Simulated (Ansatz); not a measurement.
Zinc-blende AlSb was calculated with HSE06 in Ansatz (PAW).

Numerical settings: plane-wave cutoff 460 eV, 8×8×8 k mesh, Fermi–Dirac smearing 0.01 eV, scalar-relativistic PAW data made under PBE.

Pressure at four volumes; x = ln(V/29.323 Å³). One pressure is withheld.

| V (Å³/atom) | x | P (GPa) |
|---|---|---|
| 27.882 | -0.0504 | ? |
| 28.616 | -0.0244 | 1.50 |
| 29.323 | 0.0000 | 0.05 |
| 30.817 | 0.0497 | -2.47 |

Problem. Pass a parabola P(x) through the three rows shown, estimate the bulk modulus and its pressure derivative near zero pressure, and predict the withheld pressure.

Solution. Slopes between the rows: (0.05 − (1.50))/(0.0000 − (-0.0244)) = -59.43 and (-2.47 − (0.05))/(0.0497 − (0.0000)) = -50.70 GPa. Their difference over the span 0.0741 is c = 8.73/0.0741 = 117.8 GPa, so P(x) = 1.50 + (-59.43)(x − (-0.0244)) + 117.8 (x − (-0.0244))(x − (0.0000)). At the middle row B = −dP/dx = −[-59.43 + 117.8 × 0.0244] = 56.6 GPa, and B′ = dB/dP = 2c/B = 4.2. At x = -0.0504 the parabola gives 3.20 GPa; the run gives 3.22 GPa. The Birch–Murnaghan fit to the energies at all volumes has B0 = 56.3 GPa and B′ = 4.3.

Measured, for comparison: bulk modulus 58.2 GPa (temperature not stated, not corrected to a static lattice; as tabulated in Toher et al. (2017), arXiv:1611.05714). Computed less measured: bulk modulus -3.3 %.

Spin–orbit coupling is not included.

Ansatz is a first-principles code.
